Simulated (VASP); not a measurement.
# HC18N in VASP: notebook

Runs on HC18N. Level: r2SCAN. Tasks: single point.

All numbers are computed with VASP 6.6.1; they aren't measurements. Logs are shortened: lines on timing, memory, paths and dates and some standing lists are left out, and cuts for length are marked.

**1. Starting point**

The cell holds a slab with vacuum, 20 atoms: a = 7.398 Å, b = 7.398 Å, c = 12.000 Å, α = 90.00°, β = 90.00°, γ = 120.00°.

The cell was built by a generator and needn't be a form met in nature.

**2. Single point, r2SCAN**

Input file POSCAR:

```
HC18N
1.0
    7.3980000000      0.0000000000      0.0000000000
   -3.6990000000      6.4068560000      0.0000000000
    0.0000000000      0.0000000000     12.0000000000
C N H
18 1 1
Direct
   -0.0005621072      0.0160886445      0.0771555071
    0.2191275312      0.1260764315      0.0766560483
   -0.0002913552      0.3456932674      0.0837208579
    0.2201589423      0.4591291945      0.0761181699
    0.0003921834      0.6879024468      0.0838867539
    0.2202245914      0.7944927111      0.0761098034
    0.3303904475      0.0142399006      0.0760668412
    0.5508568551      0.1212657573      0.0836178321
    0.3303204083      0.3495449589      0.0760425703
    0.5501687748      0.4627952557      0.0837619812
    0.3314390452      0.6822311489      0.0767213319
    0.5511228817      0.7919345993      0.0771792004
    0.6619757418      0.0150752138      0.0809925466
    0.8885897273      0.1283857742      0.0810092852
    0.6569772354      0.3451839046      0.1081537633
    0.8935292675      0.4634514412      0.1083284450
    0.6617970737      0.6795989822      0.0814191185
    0.8887636751      0.7930746870      0.0814463378
    0.7751258309      0.4108578959      0.2145893963
    0.7749338497      0.2839610847      0.2478569095
```

Input file INCAR.step1:

```
ALGO     = Normal         # electronic algorithm
EDIFF    = 1E-4           # SCF threshold, eV
ENCUT    = 520            # plane-wave cutoff, eV
GGA      = PE             # functional
ISMEAR   = -1             # smearing method
LASPH    = True           # aspherical terms in the spheres
LCHARG   = False          # write CHGCAR
LREAL    = Auto         
LWAVE    = True           # write WAVECAR
NBANDS   = 55             # bands
NELM     = 100            # most SCF steps
PREC     = Accurate       # precision mode
SIGMA    = 0.05           # smearing width, eV
```

Input file INCAR.step2:

```
ALGO     = Normal         # electronic algorithm
EDIFF    = 1E-6           # SCF threshold, eV
ENCUT    = 520            # plane-wave cutoff, eV
ISIF     = 2              # what is computed and relaxed
ISMEAR   = -1             # smearing method
ISTART   = 1            
LASPH    = True           # aspherical terms in the spheres
LCHARG   = False          # write CHGCAR
LMIXTAU  = True         
LREAL    = Auto         
LWAVE    = False          # write WAVECAR
METAGGA  = R2SCAN         # meta-GGA
NBANDS   = 55             # bands
NELM     = 100            # most SCF steps
PREC     = Accurate       # precision mode
SIGMA    = 0.05           # smearing width, eV
```

Input file KPOINTS:

```
k-points
0
Gamma
  2 2 1
```

Potentials or basis: VASP PAW PBE potentials, release 64 (C, N, H).

On the command line:

```sh
$ cat potpaw_PBE.64/C/POTCAR potpaw_PBE.64/N/POTCAR potpaw_PBE.64/H/POTCAR > POTCAR
$ cp INCAR.step1 INCAR
$ mpirun -np 1 vasp_std > vasp.out
$ cp INCAR.step2 INCAR
$ mpirun -np 1 vasp_std > vasp.out
```

OUTCAR:

```text
EDIFF = 1E-6
   ENCUT = 520
   ISIF = 2
   ISMEAR = -1
   ISTART = 1
   LASPH = True
   LREAL = Auto
   METAGGA = R2SCAN
   NELM = 100
   PREC = Accurate

 ion  position               nearest neighbor table
   1  0.999  0.016  0.077-   2 1.41  18 1.43  14 1.43
   2  0.219  0.126  0.077-   1 1.41   7 1.43   9 1.43
   3  1.000  0.346  0.084-  14 1.39   4 1.42  16 1.47
   4  0.220  0.459  0.076-   9 1.41   3 1.42  11 1.43
   5  0.000  0.688  0.084-  18 1.39   6 1.41  16 1.47
   6  0.220  0.794  0.076-   7 1.41   5 1.41  11 1.43
   7  0.330  0.014  0.076-   6 1.41   8 1.42   2 1.43
   8  0.551  0.121  0.084-  13 1.39   7 1.42  15 1.47
   9  0.330  0.350  0.076-   4 1.41  10 1.41   2 1.43
  10  0.550  0.463  0.084-  17 1.39   9 1.41  15 1.47
  11  0.331  0.682  0.077-  12 1.41   4 1.43   6 1.43
  12  0.551  0.792  0.077-  11 1.41  17 1.43  13 1.43
  13  0.662  0.015  0.081-   8 1.39  12 1.43  14 1.45
  14  0.889  0.128  0.081-   3 1.39   1 1.43  13 1.45
  15  0.657  0.345  0.108-   8 1.47  10 1.47  19 1.49  16 1.52
  16  0.894  0.463  0.108-   3 1.47   5 1.47  19 1.48  15 1.52
  17  0.662  0.680  0.081-  10 1.39  12 1.43  18 1.45
  18  0.889  0.793  0.081-   5 1.39   1 1.43  17 1.45
  19  0.775  0.411  0.215-  20 1.02  16 1.48  15 1.49
  20  0.775  0.284  0.248-  19 1.02

  LATTYP: Found a hexagonal cell.
 ALAT       =     7.3980000000
 C/A-ratio  =     1.6220600162

  Lattice vectors:

 A1 = (   7.3980000000,   0.0000000000,   0.0000000000)
 A2 = (  -3.6990000000,   6.4068560000,   0.0000000000)
 A3 = (   0.0000000000,   0.0000000000,  12.0000000000)

Analysis of symmetry for initial positions (statically):
=====================================================================
 Subroutine PRICEL returns:
 Original cell was already a primitive cell.

 Routine SETGRP: Setting up the symmetry group for a
 hexagonal supercell.

 Subroutine GETGRP returns: Found  1 space group operations
 (whereof  1 operations were pure point group operations)
 out of a pool of 24 trial point group operations.

The static configuration has the point symmetry C_1 .

Analysis of symmetry for dynamics (positions and initial velocities):
=====================================================================
 Subroutine PRICEL returns:
 Original cell was already a primitive cell.

 Routine SETGRP: Setting up the symmetry group for a
 hexagonal supercell.

 Subroutine GETGRP returns: Found  1 space group operations
 (whereof  1 operations were pure point group operations)
 out of a pool of 24 trial point group operations.

The dynamic configuration has the point symmetry C_1 .

 Subroutine INISYM returns: Found  1 space group operations
 (whereof  1 operations are pure point group operations),
 and found     1 'primitive' translations

----------------------------------------------------------------------------------------

                                     Primitive cell

  volume of cell :     568.7750

  direct lattice vectors                    reciprocal lattice vectors
     7.398000000  0.000000000  0.000000000     0.135171668  0.078041398  0.000000000
    -3.699000000  6.406856000  0.000000000     0.000000000  0.156082796  0.000000000
     0.000000000  0.000000000 12.000000000     0.000000000  0.000000000  0.083333333

  length of vectors
     7.398000000  7.398000054 12.000000000     0.156082797  0.156082796  0.083333333

  position of ions in fractional coordinates (direct lattice)
     0.999437893  0.016088645  0.077155507
     0.219127531  0.126076432  0.076656048
     0.999708645  0.345693267  0.083720858
     0.220158942  0.459129195  0.076118170
     0.000392183  0.687902447  0.083886754
     0.220224591  0.794492711  0.076109803
[... 12 lines left out ...]
     0.775125831  0.410857896  0.214589396
     0.774933850  0.283961085  0.247856910

  ion indices of the primitive-cell ions
   primitive index   ion index
                 1           1
                 2           2
                 3           3
                 4           4
                 5           5
                 6           6
[... 12 lines left out ...]
                19          19
                20          20

----------------------------------------------------------------------------------------

 KPOINTS: k-points

Automatic generation of k-mesh.
 Grid dimensions read from file:
 generate k-points for:    2    2    1

 Generating k-lattice:

  Cartesian coordinates                     Fractional coordinates (reciprocal lattice)
     0.067585834  0.039020699  0.000000000     0.500000000  0.000000000  0.000000000
     0.000000000  0.078041398  0.000000000     0.000000000  0.500000000  0.000000000
     0.000000000  0.000000000  0.083333333     0.000000000  0.000000000  1.000000000

  Length of vectors
     0.078041399  0.078041398  0.083333333

  Shift w.r.t. Gamma in fractional coordinates (k-lattice)
     0.000000000  0.000000000  0.000000000

 Subroutine IBZKPT returns following result:
 ===========================================

 Found      4 irreducible k-points:

 Following reciprocal coordinates:
            Coordinates               Weight
  0.000000  0.000000  0.000000      1.000000
  0.500000  0.000000  0.000000      1.000000
  0.000000  0.500000  0.000000      1.000000
  0.500000  0.500000  0.000000      1.000000
   k-points           NKPTS =      4   k-points in BZ     NKDIM =      4   number of bands    NBANDS=     55
   number of dos      NEDOS =    301   number of ions     NIONS =     20
   total plane-waves  NPLWV = 282240
   dimension x,y,z NGX =    56 NGY =   56 NGZ =   90
   dimension x,y,z NGXF=   112 NGYF=  112 NGZF=  180
   ions per type =              18   1   1
   NGX,Y,Z   is equivalent  to a cutoff of  12.58, 12.58, 12.47 a.u.
   NGXF,Y,Z  is equivalent  to a cutoff of  25.17, 25.17, 24.94 a.u.
 SYSTEM =  unknown system
   PREC   = accura    normal or accurate (medium, high low for compatibility)
   ISTART =      1    job   : 0-new  1-cont  2-samecut
   ICHARG =      0    charge: 1-file 2-atom 10-const
   ISPIN  =      1    spin polarized calculation?
   LNONCOLLINEAR =      F non collinear calculations
   LSORBIT =      F    spin-orbit coupling
   LASPH  =      T    aspherical Exc in radial PAW
   ENCUT  =  520.0 eV  38.22 Ry    6.18 a.u.  13.76 13.76 22.31*2*pi/ulx,y,z
   NELM   =    100;   NELMIN=  2; NELMDL=  0     # of ELM steps
   EDIFF  = 0.1E-05   stopping-criterion for ELM
   LREAL  =      T    real-space projection
   EDIFFG = 0.1E-04   stopping-criterion for IOM
   NSW    =      0    number of steps for IOM
   IBRION =     -1    ionic relax: 0-MD 1-quasi-New 2-CG
   NFREE  =      0    steps in history (QN), initial steepest desc. (CG)
   ISIF   =      2    stress and relaxation
   ISYM   =      2    0-nonsym 1-usesym 2-fastsym
   POTIM  = 0.5000    time-step for ionic-motion
   TEBEG  =    0.0;   TEEND  =   0.0 temperature during run
   PSTRESS=    0.0 pullay stress
   NELECT =      78.0000    total number of electrons
   NUPDOWN=      -1.0000    fix difference up-down
   EMIN   =  10.00;   EMAX   =-10.00  energy-range for DOS
   EFERMI =   0.00;   METHOD = LEGACY
   ISMEAR =    -1;   SIGMA  =   0.05  broadening in eV -4-tet -1-fermi 0-gaus
   EFERMI_NEDOS =   21; number of points for ismear=-14 and -15
   IALGO  =     38    algorithm
   IMIX   =      4    mixing-type and parameters
     AMIX     =   0.40;   BMIX     =  1.00
     AMIX_MAG =   1.60;   BMIX_MAG =  1.00
  volume/ion in A,a.u.               =      28.44       191.91
  Fermi-wavevector in a.u.,A,eV,Ry     =   0.844228  1.595359  9.697146  0.712720
  Thomas-Fermi vector in A             =   1.959222
   LORBIT       =      0    0 simple, 1 ext, 2 COOP (PROOUT), +10 PAW based schemes
   METAGGA = R2SCAN    functional components
   LHFCALC =     F    Hartree Fock is set to
   AEXX    =    0.0000 exact exchange contribution
   IVDW    =     0    specifies the selected vdW correction
   LEPSILON=     F    determine dielectric tensor
   LRPA    =     F    only Hartree local field effects (RPA)
 non-spin polarized calculation
  energy-cutoff  :      520.00
  volume of cell :      568.78
 maximum number of plane-waves:     15363
 NGX is ok and might be reduce to    56
   NGX = 27   NGY = 27   NGZ = 45

 number of electron      78.0000004 magnetization

 Free energy of the ion-electron system (eV)
  ---------------------------------------------------
  ext. energy  EPLUGINS =         0.00000000
  ---------------------------------------------------
  free energy    TOTEN  =      -188.47557578 eV

  energy without entropy =     -188.46252981  energy(sigma->0) =     -188.46905280

 E-fermi :  -1.6584     XC(G=0):  -3.8266

 val. band max:       -1.7856113113   @ k =   0.0000   0.0000   0.0000
 cond. band min:      -1.5312191333   @ k =   0.0000   0.0000   0.0000
 fundamental gap:      0.2543921780
 Fermi energy:        -1.6584155133

 k-point     1 :       0.0000    0.0000    0.0000
  band No.  band energies     occupation
      1     -24.0286      2.00000
      2     -21.9019      2.00000
      3     -19.8826      2.00000
      4     -19.8452      2.00000
      5     -19.7929      2.00000
      6     -19.7092      2.00000
[... 43 lines left out ...]
     50       4.7145      0.00000
     51       4.8243      0.00000

 k-point     2 :       0.5000    0.0000    0.0000
  band No.  band energies     occupation
      1     -23.9781      2.00000
      2     -21.8322      2.00000
      3     -21.1057      2.00000
      4     -20.5076      2.00000
      5     -19.4097      2.00000
      6     -17.9757      2.00000
[... 43 lines left out ...]
     50       4.6263      0.00000
     51       4.6762      0.00000

 k-point     3 :       0.0000    0.5000    0.0000
  band No.  band energies     occupation
      1     -23.9806      2.00000
      2     -21.7838      2.00000
      3     -21.1957      2.00000
      4     -20.4076      2.00000
      5     -19.5462      2.00000
      6     -17.8612      2.00000
[... 43 lines left out ...]
     50       4.4664      0.00000
     51       4.6094      0.00000

 k-point     4 :       0.5000    0.5000    0.0000
  band No.  band energies     occupation
      1     -23.9806      2.00000
      2     -21.7838      2.00000
      3     -21.1957      2.00000
      4     -20.4077      2.00000
      5     -19.5462      2.00000
      6     -17.8611      2.00000
[... 43 lines left out ...]
     50       4.4662      0.00000
     51       4.6093      0.00000
 [bands above 51 left out]

------------------------ aborting loop because EDIFF is reached ----------------------------------------

  FORCE on cell =-STRESS in cart. coord.  units (eV):
  Direction    XX          YY          ZZ          XY          YZ          ZX
  --------------------------------------------------------------------------------------
  -------------------------------------------------------------------------------------
  Total        1.2197214      0.0063852      0.0557721      1.0474423     -0.0070063      0.0052241
  in kB        3.4358222      0.0179864      0.1571038      2.9505308     -0.0197360      0.0147156
  external PRESSURE =       1.2036375 kB  Pullay stress =       0.0000000 kB

 VOLUME and BASIS-vectors are now :
 -----------------------------------------------------------------------------
  energy-cutoff  :      520.00
  volume of cell :      568.78
      direct lattice vectors                 reciprocal lattice vectors
     7.398000000  0.000000000  0.000000000     0.135171668  0.078041398  0.000000000
    -3.699000000  6.406856000  0.000000000     0.000000000  0.156082796  0.000000000
     0.000000000  0.000000000 12.000000000     0.000000000  0.000000000  0.083333333

 POSITION                                       TOTAL-FORCE (eV/Angst)
 -----------------------------------------------------------------------------------
      7.33433      0.10308      0.92587        -0.009502      0.001703     -0.007419
      1.15475      0.80775      0.91987         0.008189      0.005096     -0.002315
      6.11713      2.21481      1.00465        -0.009445      0.014634     -0.001068
     -0.06958      2.94157      0.91342        -0.008936      0.008276      0.000006
     -2.54165      4.40729      1.00664         0.005417     -0.018779      0.000479
     -1.30961      5.09020      0.91332         0.011385     -0.015281     -0.003130
[... 12 lines left out ...]
      4.21462      2.63231      2.57507        -0.049802      0.070190      0.111181
      4.68259      1.81930      2.97428         0.036352     -0.062655      0.039035
 -----------------------------------------------------------------------------------
    total drift:                                0.036545      0.020066     -0.007253

  FREE ENERGIE OF THE ION-ELECTRON SYSTEM (eV)
  ---------------------------------------------------
  free  energy   TOTEN  =      -188.4755757848 eV

  energy  without entropy=     -188.4625298121  energy(sigma->0) =     -188.46905280
```

Wall time 9.4 min (1 thread of Intel Xeon 6975P-C (Granite Rapids), shared host); peak memory 0.7 GiB.

What came out:

* Free energy: -188.4756 eV
* Largest force: 0.141 eV/Å
* Band gap on the k mesh: 0.25 eV, direct

Forces on the atoms (eV/Å):
```
C   -0.010  0.002 -0.007
C    0.008  0.005 -0.002
C   -0.009  0.015 -0.001
C   -0.009  0.008  0.000
C    0.005 -0.019  0.000
C    0.011 -0.015 -0.003
C   -0.005  0.007 -0.003
C   -0.009  0.013 -0.002
C    0.004 -0.008 -0.007
C    0.015 -0.012 -0.004
C   -0.008 -0.005 -0.002
C    0.007 -0.003 -0.005
C    0.015  0.000  0.005
C   -0.005 -0.020  0.003
C   -0.050 -0.033 -0.048
C    0.067  0.032 -0.078
C    0.009  0.021  0.001
C   -0.023  0.005  0.003
N   -0.050  0.070  0.111
H    0.036 -0.063  0.039
```

Levels at points of the mesh, in eV from the valence-band top:
```csv
k point,band 36,band 37,band 38,band 39,band 40,band 41,band 42,band 43
"(0.00, 0.00, 0.00)",-3.18,-2.92,-0.89,0.00,0.25,1.43,3.64,3.81
"(0.50, 0.00, 0.00)",-2.73,-2.55,-2.29,-0.91,0.83,2.31,2.77,3.13
"(0.00, 0.50, 0.00)",-2.67,-2.48,-2.30,-1.50,1.64,2.27,2.78,2.81
"(0.50, 0.50, 0.00)",-2.67,-2.48,-2.30,-1.50,1.64,2.27,2.78,2.81
```

Caveat: the k mesh is coarse (spacing up to 0.49 Å⁻¹), so the values aren't converged; the PAW data sets were made with another functional, which shifts forces and pressure a little.

**3. Single point, r2SCAN**

Input file POSCAR:

```
HC18N
1.0
    7.3980000000      0.0000000000      0.0000000000
   -3.6990000000      6.4068560000      0.0000000000
    0.0000000000      0.0000000000     12.0000000000
C N H
18 1 1
Direct
   -0.0031583139      0.0064179124      0.0747032004
    0.2190390964      0.1183155896      0.0749746715
   -0.0022294870      0.3369288386      0.0763016724
    0.2189338051      0.4505722529      0.0692224722
   -0.0083846152      0.6748828337      0.0819896159
    0.2182424323      0.7850216648      0.1006416078
    0.3323948777      0.0118131421      0.0799284348
    0.5496636196      0.1144315960      0.0827024097
    0.3309721741      0.3413777743      0.0702186032
    0.5492895989      0.4534109669      0.0773864436
    0.3307395039      0.6699587498      0.0754361523
    0.5490473545      0.7819875514      0.0737705021
    0.6607968491      0.0056909213      0.0788676418
    0.8852535264      0.1169312985      0.0764962188
    0.6567561526      0.3383160310      0.1047765187
    0.8911604687      0.4523938218      0.1003050156
    0.6600931539      0.6714552876      0.0724700911
    0.8841056181      0.7830055440      0.0751773130
    0.7815069072      0.3997173127      0.2057123565
    1.2217031778      0.7836671303      0.1939189985
```

Input file INCAR.step1:

```
PREC = Accurate
ENCUT = 520
ISMEAR = -1
SIGMA = 0.05
LREAL = Auto
LASPH = T
NELM = 100
NBANDS = 55
GGA = PE
ALGO = Normal
EDIFF = 1E-4
LWAVE = T
LCHARG = F
```

Input file INCAR.step2:

```
PREC = Accurate
ENCUT = 520
EDIFF = 1E-6
ISMEAR = -1
SIGMA = 0.05
LREAL = Auto
LASPH = T
NELM = 100
ALGO = Normal
ISIF = 2
LWAVE = F
LCHARG = F
METAGGA = R2SCAN
LMIXTAU = T
NBANDS = 55
ISTART = 1
```

Input file KPOINTS:

```
Automatic mesh
0
Gamma
  2 2 1
```

Potentials or basis: VASP PAW PBE potentials, release 64 (C, N, H).

On the command line:

```sh
$ cat potpaw_PBE.64/C/POTCAR potpaw_PBE.64/N/POTCAR potpaw_PBE.64/H/POTCAR > POTCAR
$ cp INCAR.step1 INCAR
$ mpirun -np 1 vasp_std > vasp.out
$ cp INCAR.step2 INCAR
$ mpirun -np 1 vasp_std > vasp.out
```

Wall time 7.2 min (1 thread of Intel Xeon 6975P-C (Granite Rapids), shared host); peak memory 0.68 GiB.

The run converged. Its results:

```
Free energy            : -185.2956 eV
Largest force          : 0.216 eV/Å
Band gap on the k mesh : 0.37 eV, indirect (least direct gap 0.47 eV)
```

Forces on the atoms (eV/Å):
```
C    0.012 -0.003 -0.003
C   -0.003 -0.003  0.001
C   -0.007  0.003 -0.022
C   -0.005 -0.004 -0.007
C    0.029 -0.022 -0.025
C    0.006  0.003 -0.047
C   -0.015 -0.006  0.006
C    0.014  0.016 -0.005
C   -0.001 -0.019 -0.003
C   -0.003 -0.015 -0.012
C   -0.021  0.008 -0.007
C    0.009  0.009 -0.011
C    0.016  0.003 -0.004
C   -0.009 -0.010 -0.002
C   -0.078 -0.030 -0.062
C    0.064  0.028 -0.086
C    0.011  0.021 -0.001
C   -0.024  0.020  0.000
N    0.002 -0.002  0.216
H    0.000  0.004  0.073
```

Levels at points of the mesh, in eV from the valence-band top:
```
           k point  band 35  band 36  band 37  band 38  band 39  band 40  band 41  band 42  band 43  band 44
(0.00, 0.00, 0.00)    -2.85    -2.69    -1.29    -0.39    -0.22     0.37     1.73     2.67     4.17     4.43
(0.50, 0.00, 0.00)    -2.61    -2.43    -2.18    -0.41     0.00     0.47     1.22     2.66     3.40     4.05
(0.00, 0.50, 0.00)    -2.51    -2.40    -2.14    -1.21    -0.34     0.76     2.20     2.67     2.98     4.35
(0.50, 0.50, 0.00)    -2.67    -2.41    -2.00    -1.00    -0.42     0.87     1.96     2.80     3.06     4.35
```

Caveat: the k mesh is coarse (spacing up to 0.49 Å⁻¹), so the values aren't converged; the PAW data sets were made with another functional, which shifts forces and pressure a little. r2SCAN opens gaps a little over a GGA but as a rule still falls short of measured ones.
